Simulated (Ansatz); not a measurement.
Zr:

```
Zr
1.0
     0.00000    2.25500    2.25500
     2.25500    0.00000    2.25500
     2.25500    2.25500    0.00000
Zr
1
Direct
  0.00000 0.00000 0.00000
```

This isn't the form of Zr at room conditions, which is hcp.

Program: Ansatz 0.2.0. Alike in all runs: no spin polarisation; cell as given.

Q: Order these runs on this cell by their pressure, lowest first.
A. level PBE; potentials or basis JTH PAW LDA; k mesh 10 × 10 × 10; cutoff (eV) 990; smearing gaussian 0.05 eV; other keys hamiltonian.xc = pbe; scf.eigensolver.kind = davidson; …
B. level HSE06+D3(BJ)+U; potentials or basis PseudoDojo standard (PBE files); U Zr d U = 1.0 eV; k mesh 7 × 7 × 7; cutoff (eV) 898; smearing methfessel-paxton 0.005 eV; hubbard projectors ortho-atomic (the default); double counting fll; other keys scf.occupations.method = methfessel_paxton; …
C. level LDA+U; potentials or basis JTH PAW LDA; U Zr d U = 7 eV; k mesh 10 × 10 × 10; cutoff (eV) 990; smearing fermi-dirac 0.1 eV; hubbard projectors atomic; double counting fll (the default); other keys basis.xc_grid = 3

A: C (-8.1 GPa), B (-2.7 GPa), A (1.3 GPa).

Caveats: U without spin polarisation on a metal has little footing (some runs); the U is typed as a test and isn't derived for this compound (some runs); the potentials were made for another functional, which shifts forces and pressure (some runs); pairwise dispersion overbinds metals, which lowers pressure and volume (some runs); the thresholds are loose for stress (some runs).
